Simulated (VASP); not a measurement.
# Pb (P6_3/mmc) in VASP: notebook

One crystal, Pb, is run at these levels: PBEsol; tasks: single point.

Program: VASP 6.6.1. These are calculated values, not measurements. Logs are shortened: lines on timing, memory, paths and dates and some standing lists are left out, and cuts for length are marked.

## (1) Starting point

It takes space group P6_3/mmc (No. 194, hexagonal). The conventional cell has a = 3.480 Å, b = 3.480 Å, c = 5.590 Å, α = 90.00°, β = 90.00°, γ = 120.00°. Around Pb (site symmetry -6m2) lie 12 Pb at 3.44 to 3.48 Å.

This isn't the form of Pb at room conditions, which is fcc.

## (2) Single point, PBEsol

INCAR reads:

```
PREC = Normal
ENCUT = 450
EDIFF = 1E-6
ISMEAR = -1
SIGMA = 0.2
LREAL = False
LASPH = True
NELM = 100
ALGO = Normal
ISIF = 2
LWAVE = False
LCHARG = False
GGA = PS
ADDGRID = False
```

KPOINTS reads:

```
regular mesh
0
Gamma
  14 14 8
```

POSCAR reads:

```
Pb
1.0
    3.4800000000      0.0000000000      0.0000000000
   -1.7400000000      3.0137684052      0.0000000000
    0.0000000000      0.0000000000      5.5900000000
Pb
2
Direct
    0.6916670000      0.3496840000      0.7502860000
    0.3559200000      0.6835750000      0.2530120000
```

Potentials or basis: VASP PAW PBE potentials, release 64 (Pb_d).

On the command line:

```sh
> cat potpaw_PBE.64/Pb_d/POTCAR > POTCAR
> mpirun -np 1 vasp_std > vasp.out
```

OUTCAR:

```text
PREC = Normal
   ENCUT = 450
   EDIFF = 1E-6
   ISMEAR = -1
   LREAL = False
   LASPH = True
   NELM = 100
   ISIF = 2
   GGA = PS

 Found    788 irreducible k-points:

 Following reciprocal coordinates:
            Coordinates               Weight
  0.000000  0.000000  0.000000      1.000000
  0.071429  0.000000  0.000000      2.000000
  0.000000  0.071429  0.000000      2.000000
 -0.071429  0.071429  0.000000      2.000000
  0.142857  0.000000  0.000000      2.000000
  0.000000  0.142857  0.000000      2.000000
   k-points           NKPTS =    788   k-points in BZ     NKDIM =    788   number of bands    NBANDS=     18
   number of dos      NEDOS =    301   number of ions     NIONS =      2
   total plane-waves  NPLWV =   9720
   dimension x,y,z NGX =    18 NGY =   18 NGZ =   30
   dimension x,y,z NGXF=    36 NGYF=   36 NGZF=   60
   ions per type =               2
   NGX,Y,Z   is equivalent  to a cutoff of   8.60,  8.60,  8.92 a.u.
   NGXF,Y,Z  is equivalent  to a cutoff of  17.20, 17.20, 17.84 a.u.
 SYSTEM =  unknown system
   PREC   = normal    normal or accurate (medium, high low for compatibility)
   ISTART =      0    job   : 0-new  1-cont  2-samecut
   ICHARG =      2    charge: 1-file 2-atom 10-const
   ISPIN  =      1    spin polarized calculation?
   LNONCOLLINEAR =      F non collinear calculations
   LSORBIT =      F    spin-orbit coupling
   LASPH  =      T    aspherical Exc in radial PAW
   ENCUT  =  450.0 eV  33.07 Ry    5.75 a.u.   6.02  6.02  9.67*2*pi/ulx,y,z
   NELM   =    100;   NELMIN=  2; NELMDL= -5     # of ELM steps
   EDIFF  = 0.1E-05   stopping-criterion for ELM
   LREAL  =      F    real-space projection
   EDIFFG = 0.1E-04   stopping-criterion for IOM
   NSW    =      0    number of steps for IOM
   IBRION =     -1    ionic relax: 0-MD 1-quasi-New 2-CG
   NFREE  =      0    steps in history (QN), initial steepest desc. (CG)
   ISIF   =      2    stress and relaxation
   ISYM   =      2    0-nonsym 1-usesym 2-fastsym
   POTIM  = 0.5000    time-step for ionic-motion
   TEBEG  =    0.0;   TEEND  =   0.0 temperature during run
   PSTRESS=    0.0 pullay stress
   NELECT =      28.0000    total number of electrons
   NUPDOWN=      -1.0000    fix difference up-down
   EMIN   =  10.00;   EMAX   =-10.00  energy-range for DOS
   EFERMI =   0.00;   METHOD = LEGACY
   ISMEAR =    -1;   SIGMA  =   0.20  broadening in eV -4-tet -1-fermi 0-gaus
   EFERMI_NEDOS =   21; number of points for ismear=-14 and -15
   IALGO  =     38    algorithm
   IMIX   =      4    mixing-type and parameters
     AMIX     =   0.40;   BMIX     =  1.00
     AMIX_MAG =   1.60;   BMIX_MAG =  1.00
  volume/ion in A,a.u.               =      29.31       197.82
  Fermi-wavevector in a.u.,A,eV,Ry     =   1.279658  2.418203 22.279870  1.637524
  Thomas-Fermi vector in A             =   2.412131
   LORBIT       =      0    0 simple, 1 ext, 2 COOP (PROOUT), +10 PAW based schemes
   GGA     = PS    functional components
   LHFCALC =     F    Hartree Fock is set to
   AEXX    =    0.0000 exact exchange contribution
   IVDW    =     0    specifies the selected vdW correction
   LEPSILON=     F    determine dielectric tensor
   LRPA    =     F    only Hartree local field effects (RPA)
 non-spin polarized calculation
  energy-cutoff  :      450.00
  volume of cell :       58.63
 maximum number of plane-waves:      1292
   NGX = 13   NGY = 13   NGZ = 19

 number of electron      28.0000020 magnetization

 Free energy of the ion-electron system (eV)
  ---------------------------------------------------
  ext. energy  EPLUGINS =         0.00000000
  ---------------------------------------------------
  free energy    TOTEN  =        -8.03667586 eV

  energy without entropy =       -7.89649133  energy(sigma->0) =       -7.96658360

 E-fermi :   7.4477     XC(G=0): -10.5063

 val. band max:        7.4469428727   @ k =   0.0000   0.2857   0.2500
 cond. band min:       7.4483540219   @ k =   0.0000  -0.2857   0.2500
 fundamental gap:      0.0014111491
 Fermi energy:         7.4476678611

 k-point     1 :       0.0000    0.0000    0.0000
  band No.  band energies     occupation
      1      -9.5730      2.00000
      2      -9.5228      2.00000
      3      -9.5089      2.00000
      4      -9.5084      2.00000
      5      -9.4840      2.00000
      6      -9.4834      2.00000
      7      -9.4436      2.00000
      8      -9.4394      2.00000
      9      -9.2446      2.00000
     10      -9.2410      2.00000
     11      -4.5234      2.00000
     12      -0.5393      2.00000
     13       3.1380      2.00000
     14      13.0249      0.00000
     15      13.0537      0.00000
     16      14.9273      0.00000
     17      14.9680      0.00000
     18      15.6173      0.00000

 k-point     2 :       0.0714    0.0000    0.0000
  band No.  band energies     occupation
      1      -9.5686      2.00000
      2      -9.5326      2.00000
      3      -9.4957      2.00000
      4      -9.4943      2.00000
      5      -9.4805      2.00000
      6      -9.4717      2.00000
      7      -9.4496      2.00000
      8      -9.4447      2.00000
      9      -9.2510      2.00000
     10      -9.2419      2.00000
     11      -4.4340      2.00000
     12      -0.4737      2.00000
     13       3.2446      2.00000
     14      11.9521      0.00000
     15      12.6466      0.00000
     16      14.1997      0.00000
     17      15.1070      0.00000
     18      15.5100      0.00000

 k-point     3 :       0.0000    0.0714    0.0000
  band No.  band energies     occupation
      1      -9.5688      2.00000
      2      -9.5324      2.00000
      3      -9.4958      2.00000
      4      -9.4940      2.00000
      5      -9.4809      2.00000
      6      -9.4715      2.00000
      7      -9.4493      2.00000
      8      -9.4449      2.00000
      9      -9.2521      2.00000
     10      -9.2407      2.00000
     11      -4.4340      2.00000
     12      -0.4737      2.00000
     13       3.2445      2.00000
     14      11.9566      0.00000
     15      12.6411      0.00000
     16      14.1935      0.00000
     17      15.1155      0.00000
     18      15.5107      0.00000

 k-point     4 :      -0.0714    0.0714    0.0000
  band No.  band energies     occupation
      1      -9.5691      2.00000
      2      -9.5319      2.00000
      3      -9.4960      2.00000
      4      -9.4935      2.00000
      5      -9.4816      2.00000
      6      -9.4713      2.00000
      7      -9.4486      2.00000
      8      -9.4456      2.00000
      9      -9.2538      2.00000
     10      -9.2391      2.00000
     11      -4.4340      2.00000
     12      -0.4736      2.00000
     13       3.2444      2.00000
     14      11.9656      0.00000
     15      12.6302      0.00000
     16      14.1826      0.00000
     17      15.1312      0.00000
     18      15.5122      0.00000

 k-point     5 :       0.1429    0.0000    0.0000
  band No.  band energies     occupation
      1      -9.5787      2.00000
      2      -9.5264      2.00000
      3      -9.4849      2.00000
      4      -9.4673      2.00000
      5      -9.4601      2.00000
      6      -9.4595      2.00000
      7      -9.4527      2.00000
      8      -9.4356      2.00000
      9      -9.2763      2.00000
     10      -9.2367      2.00000
     11      -4.1652      2.00000
     12      -0.2799      2.00000
     13       3.5599      2.00000
     14      10.0562      0.00000
     15      11.8655      0.00000
     16      12.8253      0.00000
     17      14.9795      0.00000
     18      15.1168      0.00000

 k-point     6 :       0.0000    0.1429    0.0000
  band No.  band energies     occupation
      1      -9.5789      2.00000
      2      -9.5264      2.00000
      3      -9.4847      2.00000
      4      -9.4667      2.00000
      5      -9.4607      2.00000
      6      -9.4596      2.00000
      7      -9.4529      2.00000
      8      -9.4355      2.00000
      9      -9.2771      2.00000
     10      -9.2358      2.00000
     11      -4.1653      2.00000
     12      -0.2796      2.00000
     13       3.5596      2.00000
     14      10.0583      0.00000
     15      11.8626      0.00000
     16      12.8222      0.00000
     17      14.9828      0.00000
     18      15.1206      0.00000

 [... further k-points ...]

------------------------ aborting loop because EDIFF is reached ----------------------------------------

  FORCE on cell =-STRESS in cart. coord.  units (eV):
  Direction    XX          YY          ZZ          XY          YZ          ZX
  --------------------------------------------------------------------------------------
  -------------------------------------------------------------------------------------
  Total        0.2131535      0.2148946      0.8365454      0.0054452      0.0005254     -0.0007072
  in kB        5.8250840      5.8726650     22.8612089      0.1488069      0.0143569     -0.0193269
  external PRESSURE =      11.5196526 kB  Pullay stress =       0.0000000 kB

 VOLUME and BASIS-vectors are now :
 -----------------------------------------------------------------------------
  energy-cutoff  :      450.00
  volume of cell :       58.63
      direct lattice vectors                 reciprocal lattice vectors
     3.480000000  0.000000000  0.000000000     0.287356322  0.165905250  0.000000000
    -1.740000000  3.013768405  0.000000000     0.000000000  0.331810500  0.000000000
     0.000000000  0.000000000  5.590000000     0.000000000  0.000000000  0.178890877

 POSITION                                       TOTAL-FORCE (eV/Angst)
 -----------------------------------------------------------------------------------
      1.79855      1.05387      4.19410        -0.003269      0.000709      0.038240
      0.04918      2.06014      1.41434         0.003269     -0.000709     -0.038240
 -----------------------------------------------------------------------------------
    total drift:                               -0.000005      0.000089     -0.000140

  FREE ENERGIE OF THE ION-ELECTRON SYSTEM (eV)
  ---------------------------------------------------
  free  energy   TOTEN  =        -8.0366758637 eV

  energy  without entropy=       -7.8964913300  energy(sigma->0) =       -7.96658360
```

Run time: 91 s. Hardware: 1 thread of Intel Xeon 6975P-C (Granite Rapids), shared host; peak memory 0.57 GiB.

These settings aren't checked as converged: the numbers below hold their error.

What came out:

| Property | Result |
| --- | --- |
| Free energy | -8.0367 eV |
| Pressure | 1.2 GPa |
| Largest force | 0.038 eV/Å |
| Band gap on the k mesh | none (metal or under the smearing width) |

Caveat: the PAW data sets were made with another functional, which shifts forces and pressure a little.

## (3) Single point, PBEsol

Changes to INCAR since step 2:

```diff
@@ -1,2 +1,2 @@
-PREC = Normal
+PREC = Accurate
 ENCUT = 450
@@ -5,3 +5,3 @@
 SIGMA = 0.2
-LREAL = False
+LREAL = Auto
 LASPH = True
```

KPOINTS is that of step 2.

POSCAR reads:

```
Pb
1.0
    3.4800000000      0.0000000000      0.0000000000
   -1.7400000000      3.0137684052      0.0000000000
    0.0000000000      0.0000000000      5.5900000000
Pb
2
Direct
    0.6666666667      0.3333333333      0.7500000000
    0.3333333333      0.6666666667      0.2500000000
```

Potentials or basis: VASP PAW PBE potentials, release 64 (Pb_d).

On the command line:

```sh
> cat potpaw_PBE.64/Pb_d/POTCAR > POTCAR
> mpirun -np 1 vasp_std > vasp.out
```

Wall time 30 s (1 thread of Intel Xeon 6975P-C (Granite Rapids), shared host); peak memory 0.2 GiB.

The run converged, but some of its settings lie outside the range that counts as converged, so its numbers aren't taken as properties of the crystal.

Results:

```
Free energy            : -8.0367 eV
Pressure               : 1.2 GPa
Band gap on the k mesh : none (metal or under the smearing width)
```

Caveat: the PAW data sets were made with another functional, which shifts forces and pressure a little.
